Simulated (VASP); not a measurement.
# Sn (Immm) in VASP: further runs

One crystal, Sn, is run at these levels: PBE; tasks: single point.

All numbers are computed with VASP 6.6.1; they aren't measurements. Logs are shortened: lines on timing, memory, paths and dates and some standing lists are left out, and cuts for length are marked.

## Step 1: The structure

The structure is orthorhombic, space group Immm (No. 71). The conventional cell has a = 3.453 Å, b = 3.551 Å, c = 4.677 Å, α = 90.00°, β = 90.00°, γ = 90.00°. Sn (site symmetry mmm) is surrounded by 12 Sn at 3.41 to 3.55 Å.

This isn't the form of Sn at room conditions, which is tetragonal (white tin).

## Step 2: Single point, PBE

Contents of INCAR:

```
SYSTEM = Sn
ADDGRID = .FALSE.
ALGO = Normal
EDIFF = 1E-7
ENCUT = 450
GGA = PE
ISIF = 2
ISMEAR = 1
LASPH = .TRUE.
LCHARG = .FALSE.
LREAL = Auto
LWAVE = .FALSE.
NELM = 100
PREC = Accurate
SIGMA = 0.2
```

Contents of KPOINTS:

```
k-points
0
G
  12 12 12
  0 0 0
```

Contents of POSCAR:

```
Sn
1.0
   -1.6810770000      1.7214010000      2.3373330000
    1.7271670000     -1.7623000000      2.4024190000
    1.7145940000      1.7948920000     -2.3683880000
Sn
1
Direct
    0.0245380000     -0.0183670000      0.0024320000
```

Potentials or basis: VASP PAW PBE potentials, release 64 (Sn).

Run with:

```sh
> cat potpaw_PBE.64/Sn/POTCAR > POTCAR
> mpirun -np 1 vasp_std > vasp.out
```

OUTCAR:

```text
SYSTEM = Sn
   EDIFF = 1E-7
   ENCUT = 450
   GGA = PE
   ISIF = 2
   ISMEAR = 1
   LASPH = .TRUE.
   LREAL = Auto
   NELM = 100
   PREC = Accurate

 Found    868 irreducible k-points:

 Following reciprocal coordinates:
            Coordinates               Weight
  0.000000  0.000000  0.000000      1.000000
  0.083333  0.000000  0.000000      2.000000
  0.166667  0.000000  0.000000      2.000000
  0.250000  0.000000  0.000000      2.000000
  0.333333  0.000000  0.000000      2.000000
  0.416667  0.000000  0.000000      2.000000
   k-points           NKPTS =    868   k-points in BZ     NKDIM =    868   number of bands    NBANDS=      6
   number of dos      NEDOS =    301   number of ions     NIONS =      1
   total plane-waves  NPLWV =  13824
   dimension x,y,z NGX =    24 NGY =   24 NGZ =   24
   dimension x,y,z NGXF=    48 NGYF=   48 NGZF=   48
   ions per type =               1
   NGX,Y,Z   is equivalent  to a cutoff of  11.89, 11.59, 11.63 a.u.
   NGXF,Y,Z  is equivalent  to a cutoff of  23.79, 23.17, 23.26 a.u.
 SYSTEM =  Sn
   PREC   = accura    normal or accurate (medium, high low for compatibility)
   ISTART =      0    job   : 0-new  1-cont  2-samecut
   ICHARG =      2    charge: 1-file 2-atom 10-const
   ISPIN  =      1    spin polarized calculation?
   LNONCOLLINEAR =      F non collinear calculations
   LSORBIT =      F    spin-orbit coupling
   LASPH  =      T    aspherical Exc in radial PAW
   ENCUT  =  450.0 eV  33.07 Ry    5.75 a.u.   5.80  5.96  5.93*2*pi/ulx,y,z
   NELM   =    100;   NELMIN=  2; NELMDL= -5     # of ELM steps
   EDIFF  = 0.1E-06   stopping-criterion for ELM
   LREAL  =      T    real-space projection
   EDIFFG = 0.1E-05   stopping-criterion for IOM
   NSW    =      0    number of steps for IOM
   IBRION =     -1    ionic relax: 0-MD 1-quasi-New 2-CG
   NFREE  =      0    steps in history (QN), initial steepest desc. (CG)
   ISIF   =      2    stress and relaxation
   ISYM   =      2    0-nonsym 1-usesym 2-fastsym
   POTIM  = 0.5000    time-step for ionic-motion
   TEBEG  =    0.0;   TEEND  =   0.0 temperature during run
   PSTRESS=    0.0 pullay stress
   NELECT =       4.0000    total number of electrons
   NUPDOWN=      -1.0000    fix difference up-down
   EMIN   =  10.00;   EMAX   =-10.00  energy-range for DOS
   EFERMI =   0.00;   METHOD = LEGACY
   ISMEAR =     1;   SIGMA  =   0.20  broadening in eV -4-tet -1-fermi 0-gaus
   EFERMI_NEDOS =   21; number of points for ismear=-14 and -15
   IALGO  =     38    algorithm
   IMIX   =      4    mixing-type and parameters
     AMIX     =   0.40;   BMIX     =  1.00
     AMIX_MAG =   1.60;   BMIX_MAG =  1.00
  volume/ion in A,a.u.               =      28.67       193.50
  Fermi-wavevector in a.u.,A,eV,Ry     =   0.849055  1.604482  9.808370  0.720895
  Thomas-Fermi vector in A             =   1.964816
   LORBIT       =      0    0 simple, 1 ext, 2 COOP (PROOUT), +10 PAW based schemes
   GGA     = PE    functional components
   LHFCALC =     F    Hartree Fock is set to
   AEXX    =    0.0000 exact exchange contribution
   IVDW    =     0    specifies the selected vdW correction
   LEPSILON=     F    determine dielectric tensor
   LRPA    =     F    only Hartree local field effects (RPA)
 non-spin polarized calculation
 Methfessel and Paxton  Order N= 1 SIGMA  =   0.20
  energy-cutoff  :      450.00
  volume of cell :       28.67
 maximum number of plane-waves:       636
   NGX = 11   NGY = 11   NGZ = 11

 number of electron       4.0000000 magnetization

 Free energy of the ion-electron system (eV)
  ---------------------------------------------------
  ext. energy  EPLUGINS =         0.00000000
  ---------------------------------------------------
  free energy    TOTEN  =        -3.76485621 eV

  energy without entropy =       -3.76417752  energy(sigma->0) =       -3.76462998

 E-fermi :   4.9323     XC(G=0):  -9.9665

 val. band max:        4.9306214391   @ k =   0.2500  -0.1667   0.3333
 cond. band min:       4.9416146924   @ k =  -0.2500  -0.1667   0.4167
 fundamental gap:      0.0109932532
 Fermi energy:         4.9322660911

 k-point     1 :       0.0000    0.0000    0.0000
  band No.  band energies     occupation
      1      -5.8274      2.00000
      2      11.8339      0.00000
      3      12.2028      0.00000
      4      12.5655      0.00000
      5      15.5969      0.00000
      6      15.7597      0.00000

 k-point     2 :       0.0833    0.0000    0.0000
  band No.  band energies     occupation
      1      -5.6899      2.00000
      2      10.8759      0.00000
      3      11.7143      0.00000
      4      12.2082      0.00000
      5      14.8645      0.00000
      6      16.1488      0.00000

 k-point     3 :       0.1667    0.0000    0.0000
  band No.  band energies     occupation
      1      -5.2781      2.00000
      2       8.3925     -0.00000
      3      11.3962      0.00000
      4      11.6472      0.00000
      5      14.4548      0.00000
      6      16.7790      0.00000

 k-point     4 :       0.2500    0.0000    0.0000
  band No.  band energies     occupation
      1      -4.5954      2.00000
      2       5.8818     -0.00000
      3      11.0372      0.00000
      4      11.1077      0.00000
      5      14.2318      0.00000
      6      16.1834      0.00000

 k-point     5 :       0.3333    0.0000    0.0000
  band No.  band energies     occupation
      1      -3.6568      2.00000
      2       3.5790      2.00000
      3      10.5866      0.00000
      4      10.8419      0.00000
      5      14.1875      0.00000
      6      15.5098      0.00000

 k-point     6 :       0.4167    0.0000    0.0000
  band No.  band energies     occupation
      1      -2.5346      2.00000
      2       1.6209      2.00000
      3      10.2844      0.00000
      4      10.6945      0.00000
      5      14.3097      0.00000
      6      15.0783      0.00000

 [... further k-points ...]

------------------------ aborting loop because EDIFF is reached ----------------------------------------

  FORCE on cell =-STRESS in cart. coord.  units (eV):
  Direction    XX          YY          ZZ          XY          YZ          ZX
  --------------------------------------------------------------------------------------
  -------------------------------------------------------------------------------------
  Total       -0.1953161     -0.2336906     -0.2828694      0.0356652     -0.0503634      0.0295250
  in kB      -10.9136986    -13.0579551    -15.8059242      1.9928690     -2.8141610      1.6497742
  external PRESSURE =     -13.2591926 kB  Pullay stress =       0.0000000 kB

 VOLUME and BASIS-vectors are now :
 -----------------------------------------------------------------------------
  energy-cutoff  :      450.00
  volume of cell :       28.67
      direct lattice vectors                 reciprocal lattice vectors
    -1.681077000  1.721401000  2.337333000    -0.004822354  0.286321943  0.213499049
     1.727167000 -1.762300000  2.402419000     0.288499269 -0.000911461  0.208168231
     1.714594000  1.794892000 -2.368388000     0.287885548  0.281643047 -0.000369160

 POSITION                                       TOTAL-FORCE (eV/Angst)
 -----------------------------------------------------------------------------------
      1.65836     -1.68333      2.40989         0.000000      0.000000      0.000000
 -----------------------------------------------------------------------------------
    total drift:                               -0.000000      0.000000      0.000000

  FREE ENERGIE OF THE ION-ELECTRON SYSTEM (eV)
  ---------------------------------------------------
  free  energy   TOTEN  =        -3.7648562149 eV

  energy  without entropy=       -3.7641775224  energy(sigma->0) =       -3.76462998
```

Run time: 66 s. Hardware: 1 thread of Intel Xeon 6975P-C (Granite Rapids), shared host; peak memory 0.2 GiB.

These settings aren't checked as converged: the numbers below hold their error.

Results:

| Property | Result |
| --- | --- |
| Free energy | -3.7649 eV |
| Pressure | -1.3 GPa |
| Band gap on the k mesh | none (metal or under the smearing width) |

## Step 3: Single point, PBE

Edit INCAR of step 2 so:

```diff
@@ -3,3 +3,3 @@
 ALGO = Normal
-EDIFF = 1E-7
+EDIFF = 0.01
 ENCUT = 450
@@ -10,3 +10,3 @@
 LCHARG = .FALSE.
-LREAL = Auto
+LREAL = .FALSE.
 LWAVE = .FALSE.
```

KPOINTS is that of step 2.

Contents of POSCAR:

```
Sn
1.0
   -1.7265390000      1.7755470000      2.3383420000
    1.7265390000     -1.7755470000      2.3383420000
    1.7265390000      1.7755470000     -2.3383420000
Sn
1
Direct
    0.0000000000      0.0000000000      0.0000000000
```

Potentials or basis: VASP PAW PBE potentials, release 64 (Sn).

Run with:

```sh
> cat potpaw_PBE.64/Sn/POTCAR > POTCAR
> mpirun -np 1 vasp_std > vasp.out
```

OUTCAR:

```text
SYSTEM = Sn
   EDIFF = 0.01
   ENCUT = 450
   GGA = PE
   ISIF = 2
   ISMEAR = 1
   LASPH = .TRUE.
   LREAL = .FALSE.
   NELM = 100
   PREC = Accurate

 Found    280 irreducible k-points:

 Following reciprocal coordinates:
            Coordinates               Weight
  0.000000  0.000000  0.000000      1.000000
  0.083333  0.000000 -0.000000      4.000000
  0.166667  0.000000 -0.000000      4.000000
  0.250000  0.000000 -0.000000      4.000000
  0.333333  0.000000  0.000000      4.000000
  0.416667  0.000000 -0.000000      4.000000
   k-points           NKPTS =    280   k-points in BZ     NKDIM =    280   number of bands    NBANDS=      6
   number of dos      NEDOS =    301   number of ions     NIONS =      1
   total plane-waves  NPLWV =  13824
   dimension x,y,z NGX =    24 NGY =   24 NGZ =   24
   dimension x,y,z NGXF=    48 NGYF=   48 NGZF=   48
   ions per type =               1
   NGX,Y,Z   is equivalent  to a cutoff of  11.71, 11.71, 11.71 a.u.
   NGXF,Y,Z  is equivalent  to a cutoff of  23.43, 23.43, 23.43 a.u.
 SYSTEM =  Sn
   PREC   = accura    normal or accurate (medium, high low for compatibility)
   ISTART =      0    job   : 0-new  1-cont  2-samecut
   ICHARG =      2    charge: 1-file 2-atom 10-const
   ISPIN  =      1    spin polarized calculation?
   LNONCOLLINEAR =      F non collinear calculations
   LSORBIT =      F    spin-orbit coupling
   LASPH  =      T    aspherical Exc in radial PAW
[... 57 lines left out ...]

 k-point     1 :       0.0000    0.0000    0.0000
  band No.  band energies     occupation
      1      -5.7975      2.00000
      2      12.0066      0.00000
      3      12.1441      0.00000
      4      12.5542      0.00000
      5      15.6005      0.00000
      6      15.8203      0.00000
[... 37 lines left out ...]
 k-point     6 :       0.4167    0.0000   -0.0000
  band No.  band energies     occupation
      1      -2.5959      2.00000
      2       1.5501      2.00000
      3      10.3260      0.00000
      4      11.0175      0.00000
      5      14.4558      0.00000
      6      15.1168      0.00000

 [... further k-points ...]

------------------------ aborting loop because EDIFF is reached ----------------------------------------

  FORCE on cell =-STRESS in cart. coord.  units (eV):
  Direction    XX          YY          ZZ          XY          YZ          ZX
  --------------------------------------------------------------------------------------
  -------------------------------------------------------------------------------------
  Total       -0.5355266     -0.6526262     -0.6680125      0.0000000      0.0000000      0.0000000
  in kB      -29.9236804    -36.4668726    -37.3266124      0.0000000      0.0000000      0.0000000
  external PRESSURE =     -34.5723885 kB  Pullay stress =       0.0000000 kB

 VOLUME and BASIS-vectors are now :
 -----------------------------------------------------------------------------
  energy-cutoff  :      450.00
  volume of cell :       28.67
      direct lattice vectors                 reciprocal lattice vectors
    -1.726539000  1.775547000  2.338342000     0.000000000  0.281603359  0.213826720
     1.726539000 -1.775547000  2.338342000     0.289596702  0.000000000  0.213826720
     1.726539000  1.775547000 -2.338342000     0.289596702  0.281603359  0.000000000

 POSITION                                       TOTAL-FORCE (eV/Angst)
 -----------------------------------------------------------------------------------
      0.00000      0.00000      0.00000         0.000000      0.000000      0.000000
 -----------------------------------------------------------------------------------
    total drift:                                0.000000     -0.000000     -0.000000

  FREE ENERGIE OF THE ION-ELECTRON SYSTEM (eV)
  ---------------------------------------------------
  free  energy   TOTEN  =        -3.7696962584 eV

  energy  without entropy=       -3.7686850569  energy(sigma->0) =       -3.76935919
```

Run time: 7.6 s. Hardware: 1 thread of Intel Xeon 6975P-C (Granite Rapids), shared host; peak memory 0.16 GiB.

These settings aren't checked as converged: the numbers below hold their error.

What came out:

```yaml
Free_energy: -3.7697 eV
Pressure: -3.5 GPa
Band_gap_on_the_k_mesh: none (metal or under the smearing width)
```

## Step 4: Single point, PBE

INCAR is that of step 3.

KPOINTS is that of step 3.

Contents of POSCAR:

```
Sn
1.0
   -1.6810770000      1.7214010000      2.3373330000
    1.7271670000     -1.7623000000      2.4024190000
    1.7145940000      1.7948920000     -2.3683880000
Sn
1
Direct
    0.0245380000     -0.0183670000      0.0024320000
```

Run with:

```sh
> cat potpaw_PBE.64/Sn/POTCAR > POTCAR
> mpirun -np 1 vasp_std > vasp.out
```

Wall time 16 s (1 thread of Intel Xeon 6975P-C (Granite Rapids), shared host); peak memory 0.24 GiB.

The run converged, but some of its settings lie outside the range that counts as converged, so its numbers aren't taken as properties of the crystal.

What came out:

| Item | Value |
| --- | --- |
| Free energy | -3.7701 eV |
| Pressure | -3.5 GPa |
| Band gap on the k mesh | none (metal or under the smearing width) |

## Step 5: Single point, PBE

Edit INCAR of step 4 so:

```diff
@@ -3,3 +3,3 @@
 ALGO = Normal
-EDIFF = 0.01
+EDIFF = 0.001
 ENCUT = 450
```

KPOINTS is that of step 4.

Contents of POSCAR:

```
Sn
1.0
   -1.7265390000      1.7755470000      2.3383420000
    1.7265390000     -1.7755470000      2.3383420000
    1.7265390000      1.7755470000     -2.3383420000
Sn
1
Direct
    0.0000000000      0.0000000000      0.0000000000
```

Run with:

```sh
> cat potpaw_PBE.64/Sn/POTCAR > POTCAR
> mpirun -np 1 vasp_std > vasp.out
```

Wall time 12 s (1 thread of Intel Xeon 6975P-C (Granite Rapids), shared host); peak memory 0.16 GiB.

These settings aren't checked as converged: the numbers below hold their error.

What came out:

```yaml
Free_energy: -3.7642 eV
Pressure: -1.3 GPa
Band_gap_on_the_k_mesh: none (metal or under the smearing width)
```

## Step 6: The reference run

An earlier run on the cell as given: functional PBE; potentials or basis VASP PAW PBE potentials, release 64 (Sn_d); cutoff 520 eV; k mesh 11 × 11 × 11; occupations fermi-dirac, width 0.05 eV; no spin polarisation.

- Pressure: -1.1 GPa
- Band gap on the k mesh: none (metal or under the smearing width)
